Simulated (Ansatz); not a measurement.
Set up this calculation in Ansatz 0.2.0, as the native input.

```yaml
Task: single point
Functional: PBE
Potentials_or_basis: Ansatz PAW
Cutoff: "420 eV (not typed: the program's choice for these potentials)"
k_mesh: 8 × 8 × 4
Occupations: gaussian, width 0.027 eV
Spin: no spin polarisation
```

The system is TiTe2.

```
Te Ti
1.0
     3.77700    0.00000    0.00000
    -1.88850    3.27098    0.00000
     0.00000    0.00000    6.49800
Te Ti
2 1
Direct
  0.33333 0.66667 0.73720
  0.66667 0.33333 0.26280
  0.00000 0.00000 0.00000
```

The input as run:

input.yaml

```yaml
crystal:
  lattice:
    - [3.777, 0.0, 0.0]
    - [-1.8885, 3.2709779501, 0.0]
    - [0.0, 0.0, 6.498]
  atoms:
    - { symbol: Te, position: [0.3333333333, 0.6666666667, 0.7372] }
    - { symbol: Te, position: [0.6666666667, 0.3333333333, 0.2628] }
    - { symbol: Ti, position: [0.0, 0.0, 0.0] }
hamiltonian:
  xc: pbe
  pseudopotentials: { kind: paw }
kpoints:
  mp_grid: { grid: [8, 8, 4] }
scf:
  occupations: { method: gaussian, width: 0.027 }
output:
  forces: true
  stress: true
  eigenvalues: true
  write_density: true
  write_potential: true
  elf: true
  volumetric_format: npy
```

Potentials or basis: Ansatz PAW.

Launch:

```sh
$ ansatz run input.yaml --threads 2 --pin off --max-ram 5632MiB --backend cpu --events-out ev --progress --plain --runs-dir out
```

Results of the run:

```
Pressure               : 0.9 GPa
Largest force          : 0.008 eV/Å
Band gap on the k mesh : none (metal or under the smearing width)
```

Caveat: this functional lacks dispersion, which binds the layers, so the pressure and a relaxed spacing across them are unreliable.

It took 2.4 s on 2 threads of Intel(R) Xeon(R) 6975P-C (Granite Rapids), with other jobs on the host, peak memory 0.44 GiB.
